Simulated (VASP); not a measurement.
Sc: single point with PBE

Crystal: Sc.

```
Sc
1.0
     0.00000    2.26000    2.26000
     2.26000    0.00000    2.26000
     2.26000    2.26000    0.00000
Sc
1
Direct
  0.00000 0.00000 0.00000
```

This isn't the form of Sc at room conditions, which is hcp.

```
Program                : VASP 6.6.1
Task                   : single point
Functional             : PBE
Potentials or basis    : VASP PAW PBE potentials, release 64 (Sc_sv)
Cutoff                 : 520 eV
k mesh                 : 9 × 9 × 9
Occupations            : fermi-dirac, width 0.1 eV
Spin                   : no spin polarisation
Dipole correction      : no
Further INCAR settings : ALGO = Fast; EDIFF = 1e-06; NBANDS = 12
```

- Pressure: 3.9 GPa
- Band gap on the k mesh: none (metal or under the smearing width)

Levels at points of the mesh, in eV from the Fermi level:
```csv
k point,band 2,band 3,band 4,band 5,band 6,band 7,band 8,band 9
"(0.00, 0.00, 0.00)",-27.65,-27.65,-27.65,-5.32,1.66,1.66,1.66,3.16
```

Wall time 9.7 s on 1 thread of Intel(R) Xeon(R) Platinum 8259CL CPU @ 2.50GHz (Skylake/Cascade Lake), on a shared host, peak memory 0.14 GiB.
